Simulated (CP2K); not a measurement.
Runs of CP2K 2026.2 on BN. Symmetry: P6_3mc, No. 186, hexagonal system. Conventional cell: a = 2.554 Å, b = 2.554 Å, c = 4.227 Å, α = 90.00°, β = 90.00°, γ = 120.00°. N (site symmetry 3m) has 4 B at 1.57 to 1.58 Å as nearest neighbours. B (site symmetry 3m) is surrounded by 4 N at 1.57 to 1.58 Å. Measurements of this composition are mostly on another form, of space group No. 194.

```csv
level,cutoff of the non-local correlation (Ry),gap on the mesh (eV),pressure (GPa),largest force (eV/Å)
M06-L,-,(c),-2.7,0.01
WC,-,5.03,-2.2,0.01
PBEsol,-,(a),(b),-
LDA,-,4.90,-3.1,-
optB88-vdW,300,5.43,1.1,0.01
```

Alike in all rows: task band structure; potentials or basis POTENTIAL_UZH N GTH-PBE-q5, B GTH-PBE-q3; TZVP-MOLOPT-PBE-GTH basis; no spin polarisation; cell as given; k mesh 12 × 12 × 6; smearing fermi-dirac 0.05 eV.

Problem. Fill in the values left out.

Solution. (a) 4.98; (b) -2.4; (c) 5.67.

Caveats: the potentials were made for another functional, which shifts forces and pressure; the basis of atomic orbitals isn't converged, which shifts pressures, moduli and gaps.

Runs at the PBE level aren't shown here.
